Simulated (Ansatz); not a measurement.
Runs of Ansatz 0.2.0 on V. It takes space group Im-3m (No. 229, cubic). The conventional cell has a = 3.029 Å, b = 3.029 Å, c = 3.029 Å, α = 90.00°, β = 90.00°, γ = 90.00°. Around V (site symmetry m-3m) lie 8 V at 2.62 Å. 

```csv
task,level,cell,k mesh,cutoff (eV),smearing,mesh quality,gap on the mesh (eV),pressure (GPa),moment (μB),relaxed volume (Å³/atom)
relaxation of cell and atoms,HSE06,relaxed,6 × 6 × 6,420,fermi-dirac 0.05 eV,coarse,none,-,0.78,(a)
single point,PBE,as given,12 × 12 × 12,420,gaussian 0.026 eV,not flagged,none,-5.2,0.12,-
single point,PBE,as given,12 × 12 × 12,420,gaussian 0.013 eV,not flagged,none,-5.2,0.12,-
relaxation of cell and atoms,RPBE+D4,relaxed,12 × 12 × 12,420,fermi-dirac 0.05 eV,not flagged,-,0.0,0.00,13.26
single point,r2SCAN0,as given,6 × 6 × 6,500,fermi-dirac 0.05 eV,coarse,none,-,0.78,-
```

Alike in all rows: potentials or basis Ansatz PAW; spin collinear, ferromagnetic start.

Question: Estimate the missing entries.

Answer: (a) 13.30.

Caveats: some runs use coarse meshes; the PAW data sets come from PBE, with cores solved anew for the run's functional, which leaves a small shift of forces and pressure (some runs); the magnetic or orbital state may not be the lowest (some runs); the plane-wave basis is chosen anew once the cell has moved, so the energies of steps on either side of that aren't comparable (some runs); the potentials were made for another functional, which shifts forces and pressure (some runs).

A k mesh can miss the band edges.

A gap of «none» marks a metal or a gap under the smearing width.

Not every run made on this cell is shown here.
